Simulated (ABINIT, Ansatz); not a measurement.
# Quasiparticle gap of NaCl (Fm-3m) in ABINIT

How does a plane-wave GW calculation on NaCl (Fm-3m) run from the first input to the gap?

Calculated with ABINIT 10.8.3; PBE and many-body steps on it, plane waves.

The database entry behind the starting cell differs from later determinations by our own check (an axis about 0.4 % short against later determinations), so it need not match the best structure at ambient conditions.

### 1. Starting point

It takes space group Fm-3m (No. 225, cubic). The conventional cell has a = 5.620 Å, b = 5.620 Å, c = 5.620 Å, α = 90.00°, β = 90.00°, γ = 90.00°. Na has 6 Cl at 2.81 Å nearest. Nearest to Cl lie 6 Na at 2.81 Å. Farther neighbours and most contacts between anions are not listed.

As a file:

```cif
data_structure
_symmetry_space_group_name_H-M 'Fm-3m'
_symmetry_Int_Tables_number 225
_cell_length_a 5.6200
_cell_length_b 5.6200
_cell_length_c 5.6200
_cell_angle_alpha 90.000
_cell_angle_beta 90.000
_cell_angle_gamma 90.000
_cell_volume 177.50
loop_
_atom_site_label
_atom_site_type_symbol
_atom_site_symmetry_multiplicity
_atom_site_Wyckoff_symbol
_atom_site_fract_x
_atom_site_fract_y
_atom_site_fract_z
_atom_site_occupancy
Na1 Na 4 a 0.00000 0.00000 0.00000 1
Cl1 Cl 4 b 0.50000 0.00000 0.00000 1
```

The cell and positions come from the Crystallography Open Database and are kept as given unless a step says otherwise.

### 2. Ground state

This step: ABINIT 10.8.3; DFT, PBE, plane waves, norm-conserving pseudopotentials.

The ground-state density comes first.

Contents of run.abi:

```
acell 3*1.0 Angstrom
rprim 
  0.000000000000 2.810000000000 2.810000000000
  2.810000000000 0.000000000000 2.810000000000
  2.810000000000 2.810000000000 0.000000000000
ntypat 2
znucl 11 17
natom 2
typat 1 2
xred 
  0.000000000000 0.000000000000 0.000000000000
  0.500000000000 0.500000000000 0.500000000000
pp_dirpath "pseudos"
pseudos "Na.upf, Cl.upf"
ecut 38
ngkpt 6 6 6
nshiftk 1
shiftk 0 0 0
kptopt 1
chksymbreak 0
nband 13
occopt 1
tolvrs 1e-10
nstep 60
prtwf 0
optforces 0
optstress 0
indata_prefix "in"
outdata_prefix "out"
tmpdata_prefix "tmp"
```

Run with:

```sh
$ OMP_NUM_THREADS=1 mpirun -n 4 abinit run.abi > log
```

Numbers of over 12 decimals in the logs are rounded to 6 here.

Log:

```text
.Version 10.8.3 of ABINIT. v10.8.2 released Aug 2026.

 Symmetries : space group Fm -3 m (#225); Bravais cF (face-center cubic)
================================================================================
 Values of the parameters that define the memory need of the present run
     intxc =       0    ionmov =       0      iscf =       7    lmnmax =       6
     lnmax =       6     mgfft =      45  mpssoang =       3    mqgrid =    3001
     natom =       2  nloc_mem =       1    nspden =       1   nspinor =       1
    nsppol =       1      nsym =      48    n1xccc =    2501    ntypat =       2
    occopt =       1   xclevel =       2
-    mband =          13        mffmem =           1         mkmem =           4
       mpw =        3377          nfft =       91125          nkpt =          16
================================================================================
  Rough estimation (10% accuracy) of disk space for files :
================================================================================

--------------------------------------------------------------------------------
------------- Echo of variables that govern the present computation ------------
--------------------------------------------------------------------------------
 -outvars: echo values of preprocessed input variables --------
            acell      1.8897261259E+00  1.8897261259E+00  1.8897261259E+00 Bohr

      chksymbreak           0
             ecut      3.80000000E+01 Hartree
-          fftalg         312

              ixc     -101130
              kpt      0.00000000E+00  0.00000000E+00  0.00000000E+00
                       1.66666667E-01  0.00000000E+00  0.00000000E+00
                       3.33333333E-01  0.00000000E+00  0.00000000E+00
                       5.00000000E-01  0.00000000E+00  0.00000000E+00
                       1.66666667E-01  1.66666667E-01  0.00000000E+00
                       3.33333333E-01  1.66666667E-01  0.00000000E+00
                       5.00000000E-01  1.66666667E-01  0.00000000E+00
                      -3.33333333E-01  1.66666667E-01  0.00000000E+00
                      -1.66666667E-01  1.66666667E-01  0.00000000E+00
   [... 5 further rows ...]
                      -3.33333333E-01  3.33333333E-01  1.66666667E-01
                      -3.33333333E-01  5.00000000E-01  1.66666667E-01
         kptrlatt        6    0    0      0    6    0      0    0    6
          kptrlen      4.50579507E+01
P           mkmem           4
            natom           2
            nband          13
            ngfft          45      45      45
             nkpt          16
            nstep          60
             nsym          48
           ntypat           2
              occ      2.000000  2.000000  2.000000  2.000000  2.000000  2.000000
                       2.000000  2.000000  0.000000  0.000000  0.000000  0.000000
                       0.000000
        optforces           0
        optstress           0
            prtwf           0
            rprim      0.0000000000E+00  2.8100000000E+00  2.8100000000E+00
[...]
spgroup         225

           tolvrs      1.00000000E-10

             xred      0.0000000000E+00  0.0000000000E+00  0.0000000000E+00
[...]
znucl       11.00000   17.00000

================================================================================

 chkinp: Checking input parameters for consistency.

================================================================================
== DATASET  1 ==================================================================
-   mpi_nproc: 4, omp_nthreads: 1 (-1 if OMP is not activated)

--- !DatasetInfo
iteration_state: {dtset: 1, }
dimensions: {natom: 2, nkpt: 16, mband: 13, nsppol: 1, nspinor: 1, nspden: 1, mpw: 3377, }
cutoff_energies: {ecut:  38.0, pawecutdg:  -1.0, }
electrons: {nelect:   1.60000000E+01, charge:   0.00000000E+00, occopt:   1.00000000E+00, tsmear:   1.00000000E-02, }

 Real(R)+Recip(G) space primitive vectors, cartesian coordinates (Bohr,Bohr^-1):
 R(1)=  0.0000000  5.3101304  5.3101304  G(1)= -0.0941596  0.0941596  0.0941596
 R(2)=  5.3101304  0.0000000  5.3101304  G(2)=  0.0941596 -0.0941596  0.0941596
 R(3)=  5.3101304  5.3101304  0.0000000  G(3)=  0.0941596  0.0941596 -0.0941596
 Unit cell volume ucvol=  2.9946465E+02 bohr^3
 Angles (23,13,12)=  6.00000000E+01  6.00000000E+01  6.00000000E+01 degrees

 getcut: wavevector=  0.0000  0.0000  0.0000  ngfft=  45  45  45
         ecut(hartree)=     38.000   => boxcut(ratio)=   2.11142

--- Pseudopotential description ------------------------------------------------
- Na Generated using ONCVPSP code by D. R. Hamann
- 11.00000   9.00000  171031                  znucl, zion, pspdat
12 -101130 1 -1 1992                          pspcod,pspxc,lmax,lloc,mmax
     nproj     2     2     0
  pspatm : epsatm=    9.36084378
         --- l  ekb(1:nproj) -->
[...]
pspatm: atomic psp has been read  and splines computed

- Cl Generated using ONCVPSP code by D. R. Hamann
- 17.00000   7.00000  171031                  znucl, zion, pspdat
12 -101130 2 -1 1028                          pspcod,pspxc,lmax,lloc,mmax
     nproj     2     2     2
  pspatm : epsatm=    9.12776517
         --- l  ekb(1:nproj) -->
[...]
2   -2.938609   -0.805455
 pspatm: atomic psp has been read  and splines computed

   2.95817743E+02                                ecore*ucvol(ha*bohr**3)
--------------------------------------------------------------------------------

_setup2: Arith. and geom. avg. npw (full set) are    3353.282    3353.266

================================================================================

--- !BeginCycle
iteration_state: {dtset: 1, }
solver: {iscf: 7, nstep: 60, nline: 4, wfoptalg: 0, }
tolerances: {tolvrs: 1.00E-10, }

     iter   Etot(hartree)      deltaE(h)  residm     vres2
 ETOT  1  -62.210141125567    -6.221E+01 1.442E-01 1.103E+02
 ETOT  2  -62.245036518895    -3.490E-02 1.735E-03 9.286E+00
 ETOT  3  -62.246103774477    -1.067E-03 3.238E-04 4.789E-01
 ETOT  4  -62.246123365857    -1.959E-05 5.804E-05 4.443E-02
 ETOT  5  -62.246124953469    -1.588E-06 3.161E-05 2.052E-03
 ETOT  6  -62.246125381956    -4.285E-07 1.100E-05 3.957E-05
 ETOT  7  -62.246125384849    -2.893E-09 4.661E-05 3.905E-07
 ETOT  8  -62.246125384857    -8.434E-12 2.216E-05 1.135E-08
 ETOT  9  -62.246125384855     2.139E-12 7.450E-05 3.136E-11

 At SCF step    9       vres2   =  3.14E-11 < tolvrs=  1.00E-10 =>converged.

--- !ResultsGS
iteration_state: {dtset: 1, }
comment   : Summary of ground state results
lattice_vectors:
- [  0.0000000,   5.3101304,   5.3101304, ]
- [  5.3101304,   0.0000000,   5.3101304, ]
- [  5.3101304,   5.3101304,   0.0000000, ]
lattice_lengths: [   7.50966,    7.50966,    7.50966, ]
lattice_angles: [ 60.000,  60.000,  60.000, ] # degrees, (23, 13, 12)
lattice_volume:   2.9946465E+02
convergence: {deltae:  2.139E-12, res2:  3.136E-11, residm:  7.450E-05, diffor:  0.000E+00, }
etotal    :  -6.22461254E+01
entropy   :   0.00000000E+00
fermie    :  -1.97941144E-02
cartesian_stress_tensor: null
pressure_GPa: null
xred      :
- [  0.0000E+00,   0.0000E+00,   0.0000E+00, Na]
- [  5.0000E-01,   5.0000E-01,   5.0000E-01, Cl]
cartesian_forces: null
force_length_stats: {min: null, max: null, mean: null, }

 Integrated electronic density in atomic spheres:
 ------------------------------------------------
 Atom  Sphere_radius  Integrated_density
    1        2.00000          7.93502278
    2        2.00000          5.09664831
================================================================================

 ----iterations are completed or convergence reached----

 Mean square residual over all n,k,spin=   35.874E-08; max=  74.497E-06
 reduced coordinates (array xred) for    2 atoms
       0.000000000000      0.000000000000      0.000000000000
       0.500000000000      0.500000000000      0.500000000000
 rms dE/dt=  0.0000E+00; max dE/dt=  0.0000E+00; dE/dt below (all hartree)
    1       0.000000000000      0.000000000000      0.000000000000
    2       0.000000000000      0.000000000000      0.000000000000

 cartesian coordinates (angstrom) at end:
    1      0.000000     0.000000     0.000000
    2      2.810000     2.810000     2.810000
 length scales=  1.889726125908  1.889726125908  1.889726125908 bohr
              =  1.000000000000  1.000000000000  1.000000000000 angstroms
 prteigrs : about to open file out_EIG
 Fermi (or HOMO) energy (hartree) =  -0.01979   Average Vxc (hartree)=  -0.30314
 Eigenvalues (hartree) for nkpt=  16  k points:
 kpt#   1, nband= 13, wtk=  0.00463, kpt=  0.0000  0.0000  0.0000 (reduced coord)
  -1.81703   -0.78519   -0.78519   -0.78519   -0.48579   -0.01979   -0.01979   -0.01979
   0.16946    0.38673    0.38673    0.38673    0.46359
 prteigrs : prtvol=0 or 1, do not print more k-points.

--- !EnergyTerms
iteration_state     : {dtset: 1, }
comment             : Components of total free energy in Hartree
kinetic             :  3.34862313071808E+01
hartree             :  2.06310918540451E+01
xc                  : -1.14207246721134E+01
Ewald energy        : -3.45254426906187E+01
psp_core            :  9.87821926770297E-01
local_psp           : -5.87905077046433E+01
non_local_psp       : -1.26145954054759E+01
total_energy        : -6.22461253848552E+01
total_energy_eV     : -1.69380336016306E+03
band_energy         : -9.59497912475700E+00

== END DATASET(S) ==============================================================
================================================================================

 -outvars: echo values of variables after computation  --------
           etotal     -6.2246125385E+01
            nband          13
             nkpt          16
          spgroup         225
 [... the other variables as echoed above ...]

 Calculation completed.
```

It took 5.5 s on 4 MPI ranks of Intel Xeon 6975P-C (Granite Rapids), shared host; peak memory 0.36 GiB; 21 s of CPU time.

Numbers from this step:

| Item | Value |
| --- | --- |
| total energy | -1693.8034 eV |
| gap | 5.150 eV |
| k of the valence top | 0, 0, 0 |
| k of the conduction bottom | 0, 0, 0 |
| least direct gap | 5.150 eV |

The gap is direct, at Γ.

(Continued in part 2 of 3.)

[Paths, hosts, dates, memory and timing lines, banners, echoed tables and standing remarks are left out of the program output.]

[Logs are printed without paths, hosts, clocks, repeated set-up lines and the standing remarks that a program may print on its own settings, such as how far it seeks lower states.]

[Runs of the session that timed out or met a known fault of the program may be left out.]

[Hosts, paths, dates, database ids (printed as entryN), source tags and the programs' standing remarks are cut or masked in the printed files.]

[G0W0 gaps are taken among the corrected bands and points alone; a level outside them can change the order at an edge.]

[Where Ansatz stands beside ABINIT at settings called matched, ABINIT's density can come from a denser mesh and the files from another edition; pairs whose starting gaps differed by over 0.03 eV were left out, so agreement reads better than it is.]
